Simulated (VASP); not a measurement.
Write the native input for VASP 6.6.1 that does the following.

```
Task                   : relaxation of cell and atoms
Functional             : SCAN
Potentials or basis    : VASP PAW PBE potentials, release 64 (Co, O)
Cutoff                 : 600 eV
k mesh                 : 8 × 8 × 7
Occupations            : fermi-dirac, width 0.05 eV
Spin                   : collinear spin, ferromagnetic start
Starting moments       : [2.0, 0.0] μB
Further INCAR settings : ALGO = Normal; EDIFF = 1e-06; IBRION = 2; EDIFFG = -0.02; NSW = 60; ISIF = 3
```

The structure of CoO lies in POSCAR:

```
CoO
1.0
    2.8284500000      0.0000000000      0.0000000000
   -1.4142300000      2.4495100000      0.0000000000
    0.0000000000      0.0000000000      2.7217200000
Co O
1 1
Direct
    0.0000000000      0.0000000000      0.5000000000
    0.6666700000      0.3333300000      0.0000000000
```

The cell was built by a generator and needn't be a form met in nature.

The input as run:

INCAR

```
PREC = Accurate
ENCUT = 600
EDIFF = 1E-6
ISMEAR = -1
SIGMA = 0.05
LREAL = F
LASPH = T
NELM = 150
ALGO = Normal
ISIF = 3
LWAVE = F
LCHARG = F
ISPIN = 2
MAGMOM = 2 0
LORBIT = 11
LMAXMIX = 4
METAGGA = SCAN
LMIXTAU = T
IBRION = 2
NSW = 60
EDIFFG = -0.02
```

KPOINTS

```
regular mesh
0
Gamma
  8 8 7
```

Potentials or basis: VASP PAW PBE potentials, release 64 (Co, O).

Command:

```sh
$ cat potpaw_PBE.64/Co/POTCAR potpaw_PBE.64/O/POTCAR > POTCAR
$ mpirun -np 1 vasp_std > vasp.out
```

Results of the run:

```
Relaxed volume                                        : 9.23 Å³/atom
Relaxed cell                                          : a = 2.807 Å, b = 2.807 Å, c = 2.705 Å, α = 90.00°, β = 90.00°, γ = 120.00°
Space group after relaxing (to 0.05 Å)                : P-6m2 (No. 187)
Energy gained by relaxing                             : 2.2 meV/atom
Ionic steps                                           : 5
Pressure after relaxing                               : 0.0 GPa
Band gap on the k mesh                                : none (metal or under the smearing width)
Net moment                                            : 3.00 μB per cell
Site moments                                          : Co +2.65; O +0.34 μB
Valence electrons inside the program's atomic spheres : Co 7.84; O 5.04
```

Caveat: the PAW data sets were made with another functional, which shifts forces and pressure a little; a cell with one magnetic atom can't hold antiferromagnetic order, which such compounds often take; semilocal functionals often make such compounds metallic where correlation or magnetic order opens a gap, which also shifts bond lengths.

Run time: 5.5 min on 1 thread of Intel(R) Xeon(R) Platinum 8488C (Sapphire Rapids), on a shared host, peak memory 0.19 GiB.
